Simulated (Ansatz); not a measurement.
## MoS2: equation of state with PBE+D3(BJ)

The system is MoS2, a slab with vacuum.

```
CELL_PARAMETERS angstrom
3.18454 0.00000 0.00000
-1.59227 2.75789 0.00000
0.00000 0.00000 21.67053
ATOMIC_POSITIONS crystal
Mo 0.33333 0.66667 0.85116
Mo 0.66667 0.33333 0.14884
S 0.66667 0.33333 0.77963
S 0.33333 0.66667 0.07725
S 0.66667 0.33333 0.92275
S 0.33333 0.66667 0.22037
```

```json
{"Program": "Ansatz 0.2.0", "Task": "equation of state", "Functional": "PBE", "Dispersion": "D3(BJ)", "Potentials or basis": "Ansatz PAW", "Cutoff": "420 eV", "Density cutoff": "1680 eV", "k mesh": "10 × 10 × 2", "Occupations": "fermi-dirac, width 0.05 eV", "Spin": "no spin polarisation"}
```

```json
{
 "Equilibrium volume": "31.38 Å³/atom",
 "Bulk modulus at fixed shape and positions": "85 GPa",
 "Pressure derivative of the bulk modulus": "4.4"
}
```

Energy against volume, from the lowest point:
| volume (Å³/atom) | energy (meV/atom) |
| --- | --- |
| 29.817 | 21.79 |
| 30.452 | 6.92 |
| 31.086 | 0.00 |
| 31.721 | 0.22 |
| 32.355 | 6.83 |
| 32.990 | 19.18 |
| 33.624 | 36.67 |

All runs of the series together: 26 s on 2 threads of INTEL(R) XEON(R) PLATINUM 8581C CPU @ 2.10GHz (Emerald Rapids) (shared host).

Caveat: the cell was scaled at fixed shape and fractional positions, which overstates the stiffness of a crystal with free parameters, most of all of layers and chains.
